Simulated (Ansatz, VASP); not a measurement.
# Two plane-wave programs on MgO

```
Mg O
1.0
     3.37245    0.00000    0.00000
    -1.68622    2.92063    0.00000
     0.00000    0.00000    4.48834
Mg O
2 2
Direct
  0.67876 0.35752 0.75000
  0.32124 0.64248 0.25000
  0.65776 0.31553 0.25000
  0.34224 0.68447 0.75000
```

Change from the starting cell: mode 5 frozen in at +0.073 Å, strain +e along z and -e/2 along x and y +0.0700.

Alike in both runs: task single point; functional PBEsol; k mesh 9 × 9 × 6; occupations gaussian, width 0.05 eV; no spin polarisation.

|  | VASP | Ansatz |
| --- | --- | --- |
| version | VASP 6.6.1 | Ansatz 0.2.0 |
| potentials or method | VASP PAW PBE potentials, release 64 (Mg, O) | scalar-relativistic, plane waves, PAW |
| plane-wave cutoff (eV) | 520 | 520 |
| valence electrons in the cell | 16 | 32 |

Ansatz gave:

- gap on the k mesh at the Fermi level (eV): 3.16
- least direct gap on the mesh (eV): 3.16
- pressure (GPa): 2.6
- largest component of the traceless stress (GPa): 10.06
- rms of the force components (eV/Å): 0.209

Question: What did VASP give for the same quantities?

Answer: gap on the k mesh at the Fermi level (eV): 3.15; least direct gap on the mesh (eV): 3.15; pressure (GPa): 2.3; largest component of the traceless stress (GPa): 10.22; rms of the force components (eV/Å): 0.212.

Atom by atom the forces differ by 0.003 eV/Å (rms over components). The two sets of potentials don't hold the same shells in valence. Ansatz warned: «pseudo_functional_mismatch».

Caveats: the PAW data sets were made with another functional, which shifts forces and pressure a little (VASP).
